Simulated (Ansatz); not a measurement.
**Nb under changes of volume**

One of the cells (18.428 Å³/atom); the others are scaled copies at fixed shape and fractional positions:

```
Nb
1.0
    -1.66395    1.66395    1.66395
     1.66395   -1.66395    1.66395
     1.66395    1.66395   -1.66395
Nb
1
Cartesian
  0.0000 0.0000 0.0000
```

- Program: Ansatz 0.2.0
- Functional: r2SCAN
- Potentials or basis: Ansatz PAW
- Cutoff: 500 eV (not typed: the program's choice for these potentials)
- k mesh: 11 × 11 × 11
- Occupations: fermi-dirac, width 0.05 eV
- Spin: no spin polarisation

| volume (Å³/atom) | energy over the lowest point (meV/atom) | pressure (GPa) |
| --- | --- | --- |
| 17.322 | 20.17 | 8.4 |
| 17.691 | 5.45 | 4.2 |
| 18.060 | 0.00 | 0.3 |
| 18.428 | 3.18 | -3.2 |
| 18.797 | ? | ? |
| 19.165 | 32.49 | -9.3 |
| 19.534 | 57.15 | -12.0 |

Task: What does the run at 18.797 Å³/atom give?

Result: Energy over the lowest point 14.28 meV/atom; pressure -6.4 GPa.

Worked out: A Birch-Murnaghan fit of order 3 (a polynomial in V^(-2/3)) to the other rows has its minimum at 18.10 Å³/atom with B0 = V·E''(V) = 181 GPa and B' = 3.5. It gives 14.28 meV/atom at 18.797 Å³/atom, against the run's 14.28, and -dE/dV = -6.4 GPa, against -6.4.

Energies are extrapolated to zero smearing.

Caveats: the PAW data sets come from PBE, with cores solved anew for the run's functional, which leaves a small shift of forces and pressure.
